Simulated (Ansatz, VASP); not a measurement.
**CaO in VASP and in Ansatz**

```xyz
2
Lattice="0.0000 2.4036 2.4036 2.4036 0.0000 2.4036 2.4036 2.4036 0.0000" Properties=species:S:1:pos:R:3 pbc="T T T"
Ca    0.0000    0.0000    0.0000
O     2.4036    2.4036    2.4036
```

The cell is a database's computed one.

Alike in both runs: task single point; functional PBE; k mesh 6 × 6 × 6; occupations gaussian, width 0.1 eV; no spin polarisation.

```csv
,VASP,Ansatz
version,VASP 6.6.1,Ansatz 0.2.0
potentials or method,"VASP PAW PBE potentials, release 64 (Ca_sv, O)","scalar-relativistic, plane waves, PAW"
plane-wave cutoff (eV),520,420
valence electrons in the cell,16,16
```

```tsv
	VASP	Ansatz	Ansatz less VASP
gap on the k mesh at the Fermi level (eV)	3.64	3.65	+0.018
least direct gap on the mesh (eV)	4.01	4.03	+0.017
pressure (GPa)	2.3	1.6	-0.64
```

With one functional, cell and mesh, what is left measures potentials, basis and numerics.

A k mesh can miss the band edges. A hybrid or GW would open this gap; PBE tends to underestimate it.
